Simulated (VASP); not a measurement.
# BeTe (F-43m) in VASP: settings compared

Aim: see how the results for BeTe move with the level of theory and the settings. Levels: RPBE, revPBE. Tasks: relaxation of cell and atoms.

Program: VASP 6.6.1. These are calculated values, not measurements. Logs are shortened: lines on timing, memory, paths and dates and some standing lists are left out, and cuts for length are marked.

## Step 1: The crystal as given

It takes space group F-43m (No. 216, cubic). The conventional cell has a = 5.540 Å, b = 5.540 Å, c = 5.540 Å, α = 90.00°, β = 90.00°, γ = 90.00°. Te (site symmetry -43m) is surrounded by 4 Be at 2.40 Å. Be (site symmetry -43m) has 4 Te at 2.40 Å as nearest neighbours.

## Step 2: Relaxation of cell and atoms, RPBE

INCAR

```
PREC     = Accurate       # precision mode
ENCUT    = 600            # plane-wave cutoff, eV
EDIFF    = 1E-6           # SCF threshold, eV
ISMEAR   = -1             # smearing method
SIGMA    = 0.05           # smearing width, eV
LREAL    = F              # projectors in reciprocal space
LASPH    = T              # aspherical terms in the spheres
NELM     = 80             # most SCF steps
ALGO     = Fast           # electronic algorithm
ISIF     = 3              # what is computed and relaxed
LWAVE    = F              # write WAVECAR
LCHARG   = F              # write CHGCAR
GGA      = RP             # functional
IBRION   = 2              # ionic algorithm
NSW      = 60             # ionic steps
EDIFFG   = -0.01          # ionic threshold
```

KPOINTS

```
Automatic mesh
0
Gamma
  8 8 8
```

POSCAR

```
BeTe
1.0
    0.0000000000      2.7700000000      2.7700000000
    2.7700000000      0.0000000000      2.7700000000
    2.7700000000      2.7700000000      0.0000000000
Te Be
1 1
Direct
    0.7500000000      0.7500000000      0.7500000000
    0.0000000000      0.0000000000      0.0000000000
```

Potentials or basis: VASP PAW PBE potentials, release 64 (Te, Be).

Started as:

```sh
> cat potpaw_PBE.64/Te/POTCAR potpaw_PBE.64/Be/POTCAR > POTCAR
> mpirun -np 1 vasp_std > vasp.out
```

OUTCAR:

```text
PREC = Accurate
   ENCUT = 600
   EDIFF = 1E-6
   ISMEAR = -1
   LREAL = F
   LASPH = T
   NELM = 80
   ISIF = 3
   GGA = RP
   IBRION = 2
   NSW = 60
   EDIFFG = -0.01

 ion  position               nearest neighbor table
   1  0.750  0.750  0.750-   2 2.40   2 2.40   2 2.40   2 2.40
   2  0.000  0.000  0.000-   1 2.40   1 2.40   1 2.40   1 2.40

  LATTYP: Found a face centered cubic cell.
 ALAT       =     5.5400000000

  Lattice vectors:

 A1 = (   0.0000000000,   2.7700000000,   2.7700000000)
 A2 = (   2.7700000000,   0.0000000000,   2.7700000000)
 A3 = (   2.7700000000,   2.7700000000,   0.0000000000)

Analysis of symmetry for initial positions (statically):
=====================================================================
 Subroutine PRICEL returns:
 Original cell was already a primitive cell.

 Routine SETGRP: Setting up the symmetry group for a
 face centered cubic supercell.

 Subroutine GETGRP returns: Found 24 space group operations
 (whereof 24 operations were pure point group operations)
 out of a pool of 48 trial point group operations.

The static configuration has the point symmetry T_d .

Analysis of symmetry for dynamics (positions and initial velocities):
=====================================================================
 Subroutine PRICEL returns:
 Original cell was already a primitive cell.

 Routine SETGRP: Setting up the symmetry group for a
 face centered cubic supercell.

 Subroutine GETGRP returns: Found 24 space group operations
 (whereof 24 operations were pure point group operations)
 out of a pool of 48 trial point group operations.

The dynamic configuration has the point symmetry T_d .

 Subroutine INISYM returns: Found 24 space group operations
 (whereof 24 operations are pure point group operations),
 and found     1 'primitive' translations

----------------------------------------------------------------------------------------

                                     Primitive cell

  volume of cell :      42.5079

  direct lattice vectors                    reciprocal lattice vectors
     0.000000000  2.770000000  2.770000000    -0.180505415  0.180505415  0.180505415
     2.770000000  0.000000000  2.770000000     0.180505415 -0.180505415  0.180505415
     2.770000000  2.770000000  0.000000000     0.180505415  0.180505415 -0.180505415

  length of vectors
     3.917371568  3.917371568  3.917371568     0.312644550  0.312644550  0.312644550

  position of ions in fractional coordinates (direct lattice)
     0.750000000  0.750000000  0.750000000
     0.000000000  0.000000000  0.000000000

  ion indices of the primitive-cell ions
   primitive index   ion index
                 1           1
                 2           2

----------------------------------------------------------------------------------------

 KPOINTS: Automatic mesh

Automatic generation of k-mesh.
 Grid dimensions read from file:
 generate k-points for:    8    8    8

 Generating k-lattice:

  Cartesian coordinates                     Fractional coordinates (reciprocal lattice)
    -0.022563177  0.022563177  0.022563177     0.125000000  0.000000000  0.000000000
     0.022563177 -0.022563177  0.022563177     0.000000000  0.125000000  0.000000000
     0.022563177  0.022563177 -0.022563177     0.000000000  0.000000000  0.125000000

  Length of vectors
     0.039080569  0.039080569  0.039080569

  Shift w.r.t. Gamma in fractional coordinates (k-lattice)
     0.000000000  0.000000000  0.000000000

 Subroutine IBZKPT returns following result:
 ===========================================

 Found     29 irreducible k-points:

 Following reciprocal coordinates:
            Coordinates               Weight
  0.000000  0.000000  0.000000      1.000000
  0.125000  0.000000  0.000000      8.000000
  0.250000  0.000000  0.000000      8.000000
  0.375000  0.000000  0.000000      8.000000
  0.500000  0.000000  0.000000      4.000000
  0.125000  0.125000  0.000000      6.000000
[... 16 lines left out ...]
  0.500000  0.250000  0.125000     48.000000
 -0.375000  0.250000  0.125000     24.000000
 [... further k-points ...]
   k-points           NKPTS =     29   k-points in BZ     NKDIM =     29   number of bands    NBANDS=      8
   number of dos      NEDOS =    301   number of ions     NIONS =      2
   total plane-waves  NPLWV =  32768
   dimension x,y,z NGX =    32 NGY =   32 NGZ =   32
   dimension x,y,z NGXF=    64 NGYF=   64 NGZF=   64
   ions per type =               1   1
   NGX,Y,Z   is equivalent  to a cutoff of  13.58, 13.58, 13.58 a.u.
   NGXF,Y,Z  is equivalent  to a cutoff of  27.16, 27.16, 27.16 a.u.
 SYSTEM =  unknown system
   PREC   = accura    normal or accurate (medium, high low for compatibility)
   ISTART =      0    job   : 0-new  1-cont  2-samecut
   ICHARG =      2    charge: 1-file 2-atom 10-const
   ISPIN  =      1    spin polarized calculation?
   LNONCOLLINEAR =      F non collinear calculations
   LSORBIT =      F    spin-orbit coupling
   LASPH  =      T    aspherical Exc in radial PAW
   ENCUT  =  600.0 eV  44.10 Ry    6.64 a.u.   7.82  7.82  7.82*2*pi/ulx,y,z
   NELM   =     80;   NELMIN=  2; NELMDL= -5     # of ELM steps
   EDIFF  = 0.1E-05   stopping-criterion for ELM
   LREAL  =      F    real-space projection
   EDIFFG = -.1E-01   stopping-criterion for IOM
   NSW    =     60    number of steps for IOM
   IBRION =      2    ionic relax: 0-MD 1-quasi-New 2-CG
   NFREE  =      1    steps in history (QN), initial steepest desc. (CG)
   ISIF   =      3    stress and relaxation
   ISYM   =      2    0-nonsym 1-usesym 2-fastsym
   POTIM  = 0.5000    time-step for ionic-motion
   TEBEG  =    0.0;   TEEND  =   0.0 temperature during run
   PSTRESS=    0.0 pullay stress
   NELECT =       8.0000    total number of electrons
   NUPDOWN=      -1.0000    fix difference up-down
   EMIN   =  10.00;   EMAX   =-10.00  energy-range for DOS
   EFERMI =   0.00;   METHOD = LEGACY
   ISMEAR =    -1;   SIGMA  =   0.05  broadening in eV -4-tet -1-fermi 0-gaus
   EFERMI_NEDOS =   21; number of points for ismear=-14 and -15
   IALGO  =     68    algorithm
   IMIX   =      4    mixing-type and parameters
     AMIX     =   0.40;   BMIX     =  1.00
     AMIX_MAG =   1.60;   BMIX_MAG =  1.00
  volume/ion in A,a.u.               =      21.25       143.43
  Fermi-wavevector in a.u.,A,eV,Ry     =   0.938170  1.772885 11.975354  0.880164
  Thomas-Fermi vector in A             =   2.065355
   LORBIT       =      0    0 simple, 1 ext, 2 COOP (PROOUT), +10 PAW based schemes
   GGA     = RP    functional components
   LHFCALC =     F    Hartree Fock is set to
   AEXX    =    0.0000 exact exchange contribution
   IVDW    =     0    specifies the selected vdW correction
   LEPSILON=     F    determine dielectric tensor
   LRPA    =     F    only Hartree local field effects (RPA)
 conjugate gradient relaxation of ions
 non-spin polarized calculation
 RMM-DIIS sequential band-by-band and
  energy-cutoff  :      600.00
  volume of cell :       42.51
 maximum number of plane-waves:      1433
   NGX = 15   NGY = 15   NGZ = 15

--------------------------------------- Ionic step        1  -------------------------------------------

 number of electron       8.0000000 magnetization

 Free energy of the ion-electron system (eV)
  ---------------------------------------------------
  ext. energy  EPLUGINS =         0.00000000
  ---------------------------------------------------
  free energy    TOTEN  =        -6.97043402 eV

  energy without entropy =       -6.97043402  energy(sigma->0) =       -6.97043402

------------------------ aborting loop because EDIFF is reached ----------------------------------------

  FORCE on cell =-STRESS in cart. coord.  units (eV):
  Direction    XX          YY          ZZ          XY          YZ          ZX
  --------------------------------------------------------------------------------------
  -------------------------------------------------------------------------------------
  Total        1.6219814      1.6219814      1.6219814      0.0000000      0.0000000      0.0000000
  in kB       61.1346118     61.1346118     61.1346118      0.0000000      0.0000000      0.0000000
  external PRESSURE =      61.1346118 kB  Pullay stress =       0.0000000 kB
[... 57 lines left out ...]
  energy  without entropy=       -7.0427145248  energy(sigma->0) =       -7.04271452

--------------------------------------- Ionic step        3  -------------------------------------------

 number of electron       8.0000000 magnetization

 Free energy of the ion-electron system (eV)
  ---------------------------------------------------
  ext. energy  EPLUGINS =         0.00000000
  ---------------------------------------------------
  free energy    TOTEN  =        -7.04558043 eV

  energy without entropy =       -7.04558043  energy(sigma->0) =       -7.04558043

 E-fermi :   5.6311     XC(G=0):  -8.7516

 val. band max:        4.6818098012   @ k =   0.0000   0.0000   0.0000
 cond. band min:       6.8649300860   @ k =   0.5000   0.5000   0.0000
 fundamental gap:      2.1831202848
 Fermi energy:         5.6311404019

 k-point     1 :       0.0000    0.0000    0.0000
  band No.  band energies     occupation
      1      -7.2978      2.00000
      2       4.6818      2.00000
      3       4.6818      2.00000
      4       4.6818      2.00000
      5       8.2642      0.00000
      6       8.3539      0.00000
      7       8.3539      0.00000
      8       8.3539      0.00000
[... 243 lines left out ...]
 k-point    24 :      -0.3750    0.2500    0.1250
  band No.  band energies     occupation
      1      -5.8447      2.00000
      2      -0.1639      2.00000
      3       1.9599      2.00000
      4       2.9154      2.00000
      5       8.8836      0.00000
      6       9.1278      0.00000
      7      11.2383      0.00000
      8      12.3439      0.00000

 [... further k-points ...]

------------------------ aborting loop because EDIFF is reached ----------------------------------------

  FORCE on cell =-STRESS in cart. coord.  units (eV):
  Direction    XX          YY          ZZ          XY          YZ          ZX
  --------------------------------------------------------------------------------------
  -------------------------------------------------------------------------------------
  Total        0.0100192      0.0100192      0.0100192      0.0000000     -0.0000000      0.0000000
  in kB        0.3433041      0.3433041      0.3433041      0.0000000     -0.0000000      0.0000000
  external PRESSURE =       0.3433041 kB  Pullay stress =       0.0000000 kB
[... 17 lines left out ...]
  FREE ENERGIE OF THE ION-ELECTRON SYSTEM (eV)
  ---------------------------------------------------
  free  energy   TOTEN  =        -7.0455804281 eV

  energy  without entropy=       -7.0455804280  energy(sigma->0) =       -7.04558043

 reached required accuracy - stopping structural energy minimisation
```

It took 16 s on 1 thread of AMD EPYC 9R45 (Zen 5), shared host; peak memory 0.16 GiB.

What came out:

| Property | Result |
| --- | --- |
| Free energy | -7.0456 eV |
| Relaxed volume | 23.38 Å³/atom |
| Relaxed cell | a = 4.044 Å, b = 4.044 Å, c = 4.044 Å, α = 60.00°, β = 60.00°, γ = 60.00° |
| Space group after relaxing (to 0.05 Å) | F-43m (No. 216) |
| Energy gained by relaxing | 37.6 meV/atom |
| Ionic steps | 3 |
| Pressure after relaxing | 0.0 GPa |
| Band gap on the k mesh | 2.18 eV, indirect (least direct gap 3.58 eV) |

Step by step:
| step | energy change (eV) | largest force (eV/Å) | pressure (GPa) | volume (Å³) |
| --- | --- | --- | --- | --- |
| 1 | 0.0000 | 0.0000 | 6.11 | 42.51 |
| 2 | -0.0723 | 0.0000 | -0.98 | 47.69 |
| 3 | -0.0751 | 0.0000 | 0.03 | 46.76 |

Final structure:
```
Te Be
1.0
     0.00000    2.85943    2.85943
     2.85943    0.00000    2.85943
     2.85943    2.85943    0.00000
Te Be
1 1
Direct
  0.75000 0.75000 0.75000
  0.00000 0.00000 0.00000
```

Caveat: the PAW data sets were made with another functional, which shifts forces and pressure a little; spin-orbit coupling is left out, which moves the levels of the heavy elements; the volume moved by +10 % from the deposited cell, more than functionals usually miss.

## Step 3: Relaxation of cell and atoms, revPBE

INCAR

```
SYSTEM = BeTe
  ALGO = Normal
  EDIFF = 1E-6
  EDIFFG = -0.005
  ENCUT = 600
  GGA = RE
  IBRION = 2
  ISIF = 3
  ISMEAR = -1
  LASPH = .True.
  LCHARG = .False.
  LREAL = .False.
  LWAVE = .False.
  NELM = 80
  NSW = 40
  PREC = Accurate
  SIGMA = 0.05
```

KPOINTS

```
k-points
0
Gamma
  8 8 8
  0 0 0
```

POSCAR is that of step 2.

Potentials or basis: VASP PAW PBE potentials, release 64 (Te, Be).

Started as:

```sh
> cat potpaw_PBE.64/Te/POTCAR potpaw_PBE.64/Be/POTCAR > POTCAR
> mpirun -np 1 vasp_std > vasp.out
```

Run time: 12 s. Hardware: 1 thread of AMD EPYC 9R45 (Zen 5), shared host; peak memory 0.16 GiB.

It converged, with:

```yaml
Free_energy: -7.1238 eV
Relaxed_volume: 23.24 Å³/atom
Relaxed_cell: a = 4.036 Å, b = 4.036 Å, c = 4.036 Å, α = 60.00°, β = 60.00°, γ = 60.00°
Space_group_after_relaxing_to_0.05_Å: F-43m (No. 216)
Energy_gained_by_relaxing: 33.1 meV/atom
Ionic_steps: 3
Pressure_after_relaxing: 0.0 GPa
Band_gap_on_the_k_mesh: 2.14 eV, indirect (least direct gap 3.60 eV)
```

Step by step:
```csv
step,energy change (eV),largest force (eV/Å),pressure (GPa),volume (Å³)
1,0.0000,0.0000,5.74,42.51
2,-0.0636,0.0000,-0.95,47.37
3,-0.0663,0.0000,0.01,46.48
```

Final structure:
```xyz
2
Lattice="0.0000 2.8538 2.8538 2.8538 0.0000 2.8538 2.8538 2.8538 0.0000" Properties=species:S:1:pos:R:3 pbc="T T T"
Te    4.2806    4.2806    4.2806
Be    0.0000    0.0000    0.0000
```

Levels at points of the mesh, in eV from the valence-band top:
```
           k point  band 2  band 3  band 4  band 5  band 6  band 7
(0.00, 0.00, 0.00)    0.00    0.00    0.00    3.60    3.67    3.67
(0.50, 0.00, 0.00)   -5.28   -1.06   -1.06    3.01    4.63    4.63
(0.50, 0.50, 0.00)   -4.91   -2.49   -2.49    2.14    2.75    9.51
```

Caveat: the PAW data sets were made with another functional, which shifts forces and pressure a little; spin-orbit coupling is left out, which moves the levels of the heavy elements. revPBE gives volumes clearly too large for solids.
